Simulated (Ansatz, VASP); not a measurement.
**Two plane-wave programs on BaS**

Contents of INCAR:

```
PREC = Accurate ; ENCUT = 520
EDIFF = 1E-6 ; ISMEAR = 0
SIGMA = 0.05 ; LREAL = False
LASPH = True ; NELM = 80
ALGO = Normal ; ISIF = 2
LWAVE = False ; LCHARG = False
GGA = PS ; NBANDS = 15
```

KPOINTS

```
Automatic mesh
0
Gamma
  6 6 6
```

File POSCAR:

```
BaS
1.0
    0.0000000000      3.1231453934      3.1231453934
    3.1231453934      0.0000000000      3.1231453934
    3.1231453934      3.1231453934      0.0000000000
Ba S
1 1
Direct
    0.5000000000      0.5000000000      0.5000000000
    0.0000000000      0.0000000000      0.0000000000
```

Input for Ansatz:

```yaml
crystal:
  lattice:
    - [0.0, 3.1231453934, 3.1231453934]
    - [3.1231453934, 0.0, 3.1231453934]
    - [3.1231453934, 3.1231453934, 0.0]
  atoms:
    - { symbol: Ba, position: [0.5, 0.5, 0.5] }
    - { symbol: S, position: [0.0, 0.0, 0.0] }
basis:
  ecutwfc: 420
  ecutrho_ratio: 4
kpoints:
  mp_grid: { grid: [6, 6, 6] }
hamiltonian:
  xc: pbesol
scf:
  occupations: { method: gaussian, width: 0.05 }
output:
  forces: true
  stress: true
  eigenvalues: true
```

Alike in both runs: task single point; functional PBEsol; k mesh 6 × 6 × 6; occupations gaussian, width 0.05 eV; no spin polarisation.

```csv
,VASP,Ansatz
version,VASP 6.6.1,Ansatz 0.2.0
potentials or method,"VASP PAW PBE potentials, release 64 (Ba_sv, S)","scalar-relativistic, plane waves, PAW"
plane-wave cutoff (eV),520,420
valence electrons in the cell,16,16
```

Ansatz gave:

| Quantity | Value |
| --- | --- |
| gap on the k mesh at the Fermi level (eV) | 1.96 |
| least direct gap on the mesh (eV) | 2.02 |
| pressure (GPa) | 2.1 |

Q: Estimate VASP's values.

A: gap on the k mesh at the Fermi level (eV): 1.85; least direct gap on the mesh (eV): 1.94; pressure (GPa): 2.9.

Caveats: the PAW data sets were made with another functional, which shifts forces and pressure a little (VASP); spin-orbit coupling is left out, which moves the levels of the heavy elements. As with any semilocal functional, this PBEsol gap is likely too small. A k mesh can miss the band edges.
